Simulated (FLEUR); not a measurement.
# GaAs (F-43m) in FLEUR: notebook, part 2 of 2

FLEUR MaX-R8.1 (later development tree). The steps go on from the part before.

### 3 Equation of state, SCAN, 21.23 Å³/atom (volume scaled by 0.94)

Changes to inp.xml since step 2:

```diff
@@ -6,3 +6,3 @@
    <calculationSetup>
-      <cutoffs Kmax="4.58" Gmax="14.2" GmaxXC="14.2" numbands="0"/>
+      <cutoffs Kmax="4.71" Gmax="14.6" GmaxXC="14.6" numbands="0"/>
       <scfLoop itmax="60" minDistance="0.00001" maxIterBroyd="15" imix="Anderson" alpha="0.05" precondParam="0.0" spinf="2.0" sdNocoIR="T"/>
@@ -27,3 +27,3 @@
       <xi:include xmlns:xi="http://www.w3.org/2001/XInclude" href="sym.xml"> </xi:include>
-      <bulkLattice scale="1.0">
+      <bulkLattice scale="0.9795861087">
          <bravaisMatrix>
@@ -37,3 +37,3 @@
       <species name="Arsenic (As)" element="As" atomicNumber="33">
-         <mtSphere radius="2.14" gridPoints="707" logIncrement="0.017"/>
+         <mtSphere radius="2.08" gridPoints="707" logIncrement="0.017"/>
          <atomicCutoffs lmax="9" lnonsphr="7"/>
@@ -54,3 +54,3 @@
       <species name="Gallium (Ga)" element="Ga" atomicNumber="31">
-         <mtSphere radius="2.14" gridPoints="707" logIncrement="0.017"/>
+         <mtSphere radius="2.08" gridPoints="707" logIncrement="0.017"/>
          <atomicCutoffs lmax="9" lnonsphr="7"/>
```

Potentials or basis: all-electron, FLAPW.

Command:

```bash
> inpgen -f crystal.txt -profile fastHighL
> # inp.xml edited to the form shown
> fleur_MPI
```

Run time: 2.7 min. Hardware: 1 thread of Arm Neoverse V1, shared host; peak memory 0.1 GiB.

The run converged. Its results:

* Free energy: -114450.8050 eV
* Band gap on the k mesh: 1.27 eV, direct
* Valence electrons inside the program's atomic spheres: As 18.69; Ga 19.05 (radii As 2.08, Ga 2.08 bohr)

Caveat: the meta-GGA is that of a development version, with a GGA for the radial functions and cores and without core tails.

### 4 Equation of state, SCAN, 21.69 Å³/atom (volume scaled by 0.96)

Changes to inp.xml since step 3:

```diff
@@ -27,3 +27,3 @@
       <xi:include xmlns:xi="http://www.w3.org/2001/XInclude" href="sym.xml"> </xi:include>
-      <bulkLattice scale="0.9795861087">
+      <bulkLattice scale="0.9864848297">
          <bravaisMatrix>
```

Command:

```bash
> inpgen -f crystal.txt -profile fastHighL
> # inp.xml edited to the form shown
> fleur_MPI
```

Run time: 2.8 min. Hardware: 1 thread of Arm Neoverse V1, shared host; peak memory 0.1 GiB.

Results (log left out):

* Free energy: -114450.8291 eV
* Band gap on the k mesh: 1.10 eV, direct
* Valence electrons inside the program's atomic spheres: As 18.67; Ga 19.04 (radii As 2.08, Ga 2.08 bohr)

Caveat: the meta-GGA is that of a development version, with a GGA for the radial functions and cores and without core tails.

### 5 Equation of state, SCAN, 22.59 Å³/atom

Changes to inp.xml since step 4:

```diff
@@ -27,3 +27,3 @@
       <xi:include xmlns:xi="http://www.w3.org/2001/XInclude" href="sym.xml"> </xi:include>
-      <bulkLattice scale="0.9864848297">
+      <bulkLattice scale="1.0000000000">
          <bravaisMatrix>
```

Command:

```bash
> inpgen -f crystal.txt -profile fastHighL
> # inp.xml edited to the form shown
> fleur_MPI
```

Wall time 3.3 min (1 thread of Arm Neoverse V1, shared host); peak memory 0.1 GiB.

Results (log left out):

| Property | Result |
| --- | --- |
| Free energy | -114450.8479 eV |
| Band gap on the k mesh | 0.78 eV, direct |
| Valence electrons inside the program's atomic spheres | As 18.64; Ga 19.00 (radii As 2.08, Ga 2.08 bohr) |

Caveat: the meta-GGA is that of a development version, with a GGA for the radial functions and cores and without core tails.

### 6 Equation of state, SCAN, 23.49 Å³/atom (volume scaled by 1.04)

Changes to inp.xml since step 5:

```diff
@@ -27,3 +27,3 @@
       <xi:include xmlns:xi="http://www.w3.org/2001/XInclude" href="sym.xml"> </xi:include>
-      <bulkLattice scale="1.0000000000">
+      <bulkLattice scale="1.0131594038">
          <bravaisMatrix>
```

Potentials or basis: all-electron, FLAPW.

Command:

```bash
> inpgen -f crystal.txt -profile fastHighL
> # inp.xml edited to the form shown
> fleur_MPI
```

Run time: 3.3 min. Hardware: 1 thread of Arm Neoverse V1, shared host; peak memory 0.1 GiB.

The run converged. Its results:

- Free energy: -114450.8339 eV
- Band gap on the k mesh: 0.48 eV, direct
- Valence electrons inside the program's atomic spheres: As 18.61; Ga 18.98 (radii As 2.08, Ga 2.08 bohr)

Caveat: the meta-GGA is that of a development version, with a GGA for the radial functions and cores and without core tails.

### 7 Equation of state, SCAN, 23.94 Å³/atom (volume scaled by 1.06)

Changes to inp.xml since step 6:

```diff
@@ -27,3 +27,3 @@
       <xi:include xmlns:xi="http://www.w3.org/2001/XInclude" href="sym.xml"> </xi:include>
-      <bulkLattice scale="1.0131594038">
+      <bulkLattice scale="1.0196128224">
          <bravaisMatrix>
```

Command:

```bash
> inpgen -f crystal.txt -profile fastHighL
> # inp.xml edited to the form shown
> fleur_MPI
```

It took 3.3 min on 1 thread of Arm Neoverse V1, shared host; peak memory 0.1 GiB.

The run converged. Its results:

| Item | Value |
| --- | --- |
| Free energy | -114450.8164 eV |
| Band gap on the k mesh | 0.33 eV, direct |
| Valence electrons inside the program's atomic spheres | As 18.60; Ga 18.96 (radii As 2.08, Ga 2.08 bohr) |

Caveat: the meta-GGA is that of a development version, with a GGA for the radial functions and cores and without core tails.

### 8 Equation of state, SCAN

No new run: the results of the series are fitted here.

Results:

```
Equilibrium volume : 22.62 Å³/atom
Bulk modulus       : 72 GPa
```

Energy against volume, from the lowest point:
```csv
volume (Å³/atom),energy (meV/atom)
21.234,21.45
21.686,9.40
22.590,0.00
23.493,7.01
23.945,15.76
```

Caveat: the meta-GGA is that of a development version, with a GGA for the radial functions and cores and without core tails.

### 9 Against experiment

Step 2. A measured gap of GaAs is 1.412 eV (direct; 300 K; “Evidence of valence band perturbations in GaAsN/GaAs(001): A combined variable-angle spectroscopic ellipsometry and modulated photoreflectance investigation”, 2008, arxiv:0805.2212); the calculated 0.78 eV misses it by -0.63 eV. 3 values of this kind are on record (1.412 to 1.51 eV); this one was drawn at random among those near their median, those with a stated uncertainty first. Spin-orbit coupling on As, Ga is left out. The value is that of SCAN, without temperature or zero-point motion.
